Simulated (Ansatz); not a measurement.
# Two Ansatz runs on Au

The geometry is COD entry 9013036, unchecked; take it as a test cell. It was measured hot, at 574 K. The listed cell was then made from it by scaling, straining or moving an atom.

First run: DFT, PBE, PAW with Ansatz's default frozen-core files, scalar-relativistic (Ansatz 0.2.0).

Command: `ansatz run input.yaml --threads 1 --pin off --max-ram 2048MiB --backend cpu --events-out ev --progress --plain --runs-dir out` The run took 2.9 s on 1 thread of Arm Neoverse V2, with other jobs on the host, peak memory 0.34 GiB.

```yaml
crystal:
  lattice:
    - [0.0, 2.004098596, 2.004098596]
    - [2.004098596, 0.0, 2.004098596]
    - [2.004098596, 2.004098596, 0.0]
  atoms:
    - { symbol: Au, position: [0.0, 0.0, 0.0] }
kpoints:
  mp_grid: { grid: [14, 14, 14] }
scf:
  occupations: { method: fermi_dirac, width: 0.08 }
hamiltonian:
  xc: pbe
  pseudopotentials: { kind: paw }
output:
  forces: true
  stress: true
  eigenvalues: true
  efg: { contact_densities: true }
  write_density: true
  write_potential: true
  elf: true
  volumetric_format: npy
```

Result: converged; pressure 21.3 GPa; 6 SCF iterations.

No spin–orbit coupling, which matters for the heavy atoms here.

The input is then changed:

```diff
@@ -10,7 +10,9 @@
 scf:
   occupations: { method: fermi_dirac, width: 0.08 }
+  convergence: { dr2_threshold: 0.0001 }
 hamiltonian:
   xc: pbe
   pseudopotentials: { kind: paw }
+  hubbard: { sites: [{ species: Au, l: d, u_eff: 3.0 }], double_counting: fll }
 output:
   forces: true
```

Question: What does the second run give?

Answer: It converged; pressure 23.1 GPa; 5 SCF iterations. Some of these settings are too coarse for converged properties.
